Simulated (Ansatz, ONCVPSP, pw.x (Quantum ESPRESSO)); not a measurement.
# Equation-of-state test of one ONCV potential (Mo)

- Element: Mo (Z = 42)
- Generator: ONCVPSP 4.0.1.1 (patched build)
- Type: optimised norm-conserving Vanderbilt (ONCV)
- Functional: LDA (Perdew-Wang 92)
- Relativity: scalar-relativistic
- Frozen core: [Ar] 3d10
- Valence charge: 14
- Reference configuration: 4s2 4p6 4d5 5s0.75 5p0.25
- Partial waves: 4s+5s: rc 2.38 bohr, ncon 4, nbas 8, qcut 7 1/bohr, 2 projectors; 4p+5p: rc 2.10 bohr, ncon 3, nbas 8, qcut 9.3 1/bohr, 2 projectors; 4d: rc 3.08 bohr, ncon 4, nbas 9, qcut 5.6 1/bohr, 2 projectors, debl 2.7 Ha
- Local potential: polynomial inside 2.04 bohr (lpopt 5, dvloc0 6 Ha)
- Core correction: Teter function, fcfact 2.5, rcfact 1.65

Crystal test: fcc Mo in pw.x 7.5, no spin, 14³ k-points, Fermi–Dirac smearing 0.01 Ry, cutoffs 60/240 Ry. The reference is all-electron LAPW (Ansatz 0.2.0) with the same functional, mesh and smearing; V0 and B0 come from Birch–Murnaghan fits to the pressures at five volumes. Errors are pseudo minus all-electron; Δ is the rms difference of the E(V) curves that follow from these fits, minima aligned, over ±6 % about the mean V0. Mesh and smearing are coarse, so the numbers serve the comparison and aren't converged zero-temperature values; the lattice is a test structure that the element need not adopt.

```tsv
V (Å³/atom)	P all-electron (GPa)	P pseudo (GPa)
14.493	15.36	26.53
14.875	7.32	17.58
15.256	0.23	9.68
15.637	-6.02	2.68
16.019	-11.54	-3.52
```

All-electron: a0 = 3.938 Å (V0 = 15.27 Å³/atom), B0 = 265.2 GPa.

Pseudopotential: mean pressure error (GPa): +9.52; a0 (Å): 3.983; a0 error (%): +1.14; B0 error (%): -2.3; Δ (meV/atom): 30.3. The largest radius (3.08 bohr) exceeds half the bond length (2.63 bohr), so the spheres overlap, which is one possible source of error among others. This is a poor potential for the solid. Atomic configuration tests: 1 of 4 tests not solved or not reliable.

Q: At the middle volume, how do free energy and pressure move when the wave cutoff is lowered (ecutrho kept at four times it)?

A:

```tsv
cutoff (Ry)	shift of F (meV/atom)	shift of P (GPa)
27	+240.7	-0.64
36	+150.0	-3.74
48	+23.2	-1.43
```

The run at the middle volume (104 k-points, 8 iterations) took about 6.4 s on one core of a shared host (AMD EPYC 9R45 96-Core Processor, 96 threads, 376 GiB, load 51).
